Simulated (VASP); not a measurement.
Input of a VASP 6.6.1 run:

File POSCAR:

```
GaAs
1.0
    0.0000000000      2.8455714065      2.8455714065
    2.8455714065      0.0000000000      2.8455714065
    2.8455714065      2.8455714065      0.0000000000
As Ga
1 1
Direct
    0.7500000000      0.7500000000      0.7500000000
    0.0000000000      0.0000000000      0.0000000000
```

Contents of INCAR.step1:

```
ALGO = Normal
EDIFF = 1E-5
ENCUT = 520
GGA = PE
ISIF = 2
ISMEAR = -1
LASPH = T
LCHARG = F
LREAL = F
LWAVE = T
NBANDS = 16
NELM = 100
PREC = Accurate
SIGMA = 0.05
```

The input INCAR.step2:

```
AEXX = 0.25
ALGO = Normal
EDIFF = 1E-6
ENCUT = 520
GGA = PS
HFSCREEN = 0.207
ISIF = 2
ISMEAR = -1
ISTART = 1
LASPH = T
LCHARG = F
LHFCALC = T
LREAL = F
LWAVE = F
NBANDS = 16
NELM = 100
PREC = Accurate
PRECFOCK = Normal
SIGMA = 0.05
```

Contents of KPOINTS:

```
k-points
0
Gamma
  4 4 4
```

Potentials or basis: VASP PAW PBE potentials, release 64 (As, Ga_d).

Launch:

```console
$ cat potpaw_PBE.64/As/POTCAR potpaw_PBE.64/Ga_d/POTCAR > POTCAR
$ cp INCAR.step1 INCAR
$ mpirun -np 1 vasp_std > vasp.out
$ cp INCAR.step2 INCAR
$ mpirun -np 1 vasp_std > vasp.out
```

What does it give for the band gap on the k mesh?

1.20 eV, direct.

What does it give for the pressure?

-2.3 GPa.

Caveat: the k mesh is coarse (spacing up to 0.48 Å⁻¹), so the values aren't converged; the PAW data sets were made with another functional, which shifts forces and pressure a little. A k mesh can miss the band edges.
